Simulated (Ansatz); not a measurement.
ZrC in Ansatz: the effect of Hubbard term

ZrC:

```xyz
2
Lattice="0.0000 2.3650 2.3650 2.3650 0.0000 2.3650 2.3650 2.3650 0.0000" Properties=species:S:1:pos:R:3 pbc="T T T"
Zr    2.3650    2.3650    2.3650
C     0.0000    0.0000    0.0000
```

Alike in all runs:

```yaml
Program: Ansatz 0.2.0
Task: density of states
Functional: PBEsol
Potentials_or_basis: all-electron LAPW, scalar-relativistic
Cutoff: 254 eV
Density_cutoff: 1015 eV
Basis_error_allowed: 0.001 eV/atom
k_mesh: 10 × 10 × 10
Occupations: fermi-dirac, width 0.05 eV
Spin: no spin polarisation
```

Q: One run gave: pressure 5.6 GPa. Which Hubbard term did it use?
A. Zr d U = 4 eV
B. Zr d U = 8 eV
C. Zr d U = 6 eV
D. Zr d U = 2 eV

A: B.

```tsv
Hubbard term	pressure (GPa)
Zr d U = 2 eV	-5.7
Zr d U = 4 eV	-2.6
Zr d U = 6 eV	1.1
Zr d U = 8 eV	5.6
```

Caveats: U is the effective U less J, on atomic orbitals that reach past the spheres; U without spin polarisation on a metal has little footing; the U is typed as a test and isn't derived for this compound.

Not every run made on this cell is shown here.
